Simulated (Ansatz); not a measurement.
**TaS2: an axial (c/a) deformation path**

Aim: for TaS2, look for other minima along an axial (c/a) path.

Method: DFT PBE+D3(BJ), scalar-relativistic, plane waves, PAW, in Ansatz 0.2.0.

1 further run of the same task is left out (set aside as unsound or not needed).

**1. The starting structure**

The structure is trigonal, space group P-3m1 (No. 164). Conventional cell: a = 3.350 Å, b = 3.350 Å, c = 5.860 Å, α = 90.00°, β = 90.00°, γ = 120.00°. Around Ta (site symmetry -3m) lie 6 S at 2.43 Å. Around S (site symmetry 3m) lie 3 Ta at 2.43 Å.

Structure file:

```cif
data_structure
_symmetry_space_group_name_H-M 'P 1'
_symmetry_Int_Tables_number 1
_cell_length_a 3.3500
_cell_length_b 3.3500
_cell_length_c 5.8600
_cell_angle_alpha 90.000
_cell_angle_beta 90.000
_cell_angle_gamma 120.000
_cell_volume 56.95
loop_
_atom_site_label
_atom_site_type_symbol
_atom_site_fract_x
_atom_site_fract_y
_atom_site_fract_z
_atom_site_occupancy
Ta1 Ta 0.00000 0.00000 0.00000 1
S1 S 0.33333 0.66667 0.25000 1
S2 S 0.66667 0.33333 0.75000 1
```

No relaxation comes first: the listed cell is the starting point.

**2. Zero of the scan**

input.yaml

```yaml
crystal:
  lattice:
    - [3.3500021206, 0.0, 0.0]
    - [-1.6750010603, 2.9011869392, 0.0]
    - [0.0, 0.0, 5.86]
  atoms:
    - { symbol: Ta, position: [0.0, 0.0, 0.0] }
    - { symbol: S, position: [0.3333333333, 0.6666666667, 0.25] }
    - { symbol: S, position: [0.6666666667, 0.3333333333, 0.75] }
basis:
  ecutwfc: 420
kpoints:
  mp_grid: { grid: [18, 18, 10] }
hamiltonian:
  xc: pbe
  dispersion: d3bj
scf:
  occupations: { method: gaussian, width: 0.15 }
output:
  forces: true
  stress: true
  eigenvalues: true
```

**3. Setting up an axial (c/a) deformation path**

At fixed volume and fractional coordinates, lengths along (0.000, 0.000, 1.000) are scaled against those across it; ρ is that ratio over its starting value.

**4. At ρ = 0.850**

input.yaml: that of step 2 with these lines changed.

```diff
@@ -2,5 +2,5 @@
   lattice:
-    - [3.3500021206, 0.0, 0.0]
-    - [-1.6750010603, 2.9011869392, 0.0]
-    - [0.0, 0.0, 5.86]
+    - [3.5364873318, 0.0, 0.0]
+    - [-1.7682436659, 3.0626878695, 0.0]
+    - [0.0, 0.0, 5.2582782832]
   atoms:
```

**5. ρ = 1.200**

input.yaml: that of step 4 with these lines changed.

```diff
@@ -2,5 +2,5 @@
   lattice:
-    - [3.5364873318, 0.0, 0.0]
-    - [-1.7682436659, 3.0626878695, 0.0]
-    - [0.0, 0.0, 5.2582782832]
+    - [3.1524726923, 0.0, 0.0]
+    - [-1.5762363462, 2.7301214363, 0.0]
+    - [0.0, 0.0, 6.6173653551]
   atoms:
```

**6. At ρ = 0.920**

input.yaml: that of step 5 with these lines changed.

```diff
@@ -2,5 +2,5 @@
   lattice:
-    - [3.1524726923, 0.0, 0.0]
-    - [-1.5762363462, 2.7301214363, 0.0]
-    - [0.0, 0.0, 6.6173653551]
+    - [3.4444176514, 0.0, 0.0]
+    - [-1.7222088257, 2.9829531874, 0.0]
+    - [0.0, 0.0, 5.5431440858]
   atoms:
```

**7. At ρ = 1.100**

input.yaml: that of step 6 with these lines changed.

```diff
@@ -2,5 +2,5 @@
   lattice:
-    - [3.4444176514, 0.0, 0.0]
-    - [-1.7222088257, 2.9829531874, 0.0]
-    - [0.0, 0.0, 5.5431440858]
+    - [3.2452452299, 0.0, 0.0]
+    - [-1.622622615, 2.8104648106, 0.0]
+    - [0.0, 0.0, 6.2444291075]
   atoms:
```

**8. ρ = 0.960**

input.yaml: that of step 7 with these lines changed.

```diff
@@ -2,5 +2,5 @@
   lattice:
-    - [3.2452452299, 0.0, 0.0]
-    - [-1.622622615, 2.8104648106, 0.0]
-    - [0.0, 0.0, 6.2444291075]
+    - [3.3958982639, 0.0, 0.0]
+    - [-1.6979491319, 2.9409341652, 0.0]
+    - [0.0, 0.0, 5.702672591]
   atoms:
```

**9. Point ρ = 1.050**

input.yaml: that of step 8 with these lines changed.

```diff
@@ -2,5 +2,5 @@
   lattice:
-    - [3.3958982639, 0.0, 0.0]
-    - [-1.6979491319, 2.9409341652, 0.0]
-    - [0.0, 0.0, 5.702672591]
+    - [3.2959603782, 0.0, 0.0]
+    - [-1.6479801891, 2.8543854174, 0.0]
+    - [0.0, 0.0, 6.0537407073]
   atoms:
```

**10. ρ = 0.800**

input.yaml: that of step 9 with these lines changed.

```diff
@@ -2,5 +2,5 @@
   lattice:
-    - [3.2959603782, 0.0, 0.0]
-    - [-1.6479801891, 2.8543854174, 0.0]
-    - [0.0, 0.0, 6.0537407073]
+    - [3.6086803902, 0.0, 0.0]
+    - [-1.8043401951, 3.125208892, 0.0]
+    - [0.0, 0.0, 5.0499949134]
   atoms:
```

(Steps that only read results are left out.)

What does the calculation give? Wanted: highest point.

**Answer**, as computed:

| quantity | value |
| --- | --- |
| highest point | 223.1 meV/atom at ρ = 0.800 |

**Reading.** The energy drops below the reference, by 9.0 meV/atom at ρ = 1.050; the cell was taken as given and not relaxed at this level. No sampled point inside the path is a dip, apart from those named. Spin-orbit coupling is left out for Ta. Spin polarisation is off in the runs that give these values; a magnetic solution could lie lower.
